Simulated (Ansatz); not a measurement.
TiB2: equation of state with PBEsol

TiB2:

```
Ti B
1.0
     3.02920    0.00000    0.00000
    -1.51460    2.62336    0.00000
     0.00000    0.00000    3.22840
Ti B
1 2
Direct
  0.00000 0.00000 0.00000
  0.66667 0.33333 0.50000
  0.33333 0.66667 0.50000
```

| Quantity | Value |
| --- | --- |
| Program | Ansatz 0.2.0 |
| Task | equation of state |
| Functional | PBEsol |
| Potentials or basis | all-electron LAPW, scalar-relativistic |
| Basis error allowed | 0.001 eV/atom |
| k mesh | 10 × 10 × 8 |
| Occupations | fermi-dirac, width 0.05 eV |
| Spin | no spin polarisation |

```yaml
Equilibrium_volume: 8.38 Å³/atom
Bulk_modulus_at_fixed_shape_and_positions: 267 GPa
Pressure_derivative_of_the_bulk_modulus: 3.8
```

Energy against volume, from the lowest point:
```csv
volume (Å³/atom),energy (meV/atom)
8.039,12.68
8.210,3.12
8.381,0.00
8.552,2.71
8.723,10.70
8.894,23.48
9.065,40.59
```

All runs of the series together: 45 s on 2 threads of Arm Neoverse V1 (shared host).

Caveat: the cell was scaled at fixed shape and fractional positions, which overstates the stiffness of a crystal with free parameters, most of all of layers and chains.
